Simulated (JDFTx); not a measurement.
MoS2:

```
CELL_PARAMETERS angstrom
1.58000 0.91221 6.15000
-1.58000 0.91221 6.15000
0.00000 -1.82443 6.15000
ATOMIC_POSITIONS crystal
Mo 0.00000 0.00000 0.00000
S 0.41700 0.41700 0.41700
S 0.25000 0.25000 0.25000
```

Measurements of this composition are mostly on another form, of space group No. 194.

Base run:

* Program: JDFTx 1.7.0 (patched build)
* Functional: PBE
* Potentials or basis: PseudoDojo-SR-PBE-0.5-standard with smoothed tails
* Cutoff: 1088 eV
* Density cutoff: 8708 eV
* k mesh: 6 × 6 × 6
* Occupations: fermi-dirac, width 0.05 eV
* Spin: no spin polarisation
* Hubbard terms: Mo d U = 6 eV

Its results: band gap on the k mesh 0.97 eV, indirect (least direct gap 1.82 eV); pressure -1.8 GPa; largest force 0.268 eV/Å.

The run is repeated on the same cell with these changes: hubbard terms from Mo d U = 6 eV to Mo d U = 4 eV. What comes out?

Band gap on the k mesh 0.96 eV, indirect (least direct gap 1.79 eV); pressure 0.7 GPa; largest force 0.083 eV/Å.

Caveats: the empty levels aren't tightly converged.

A k mesh can miss the band edges.
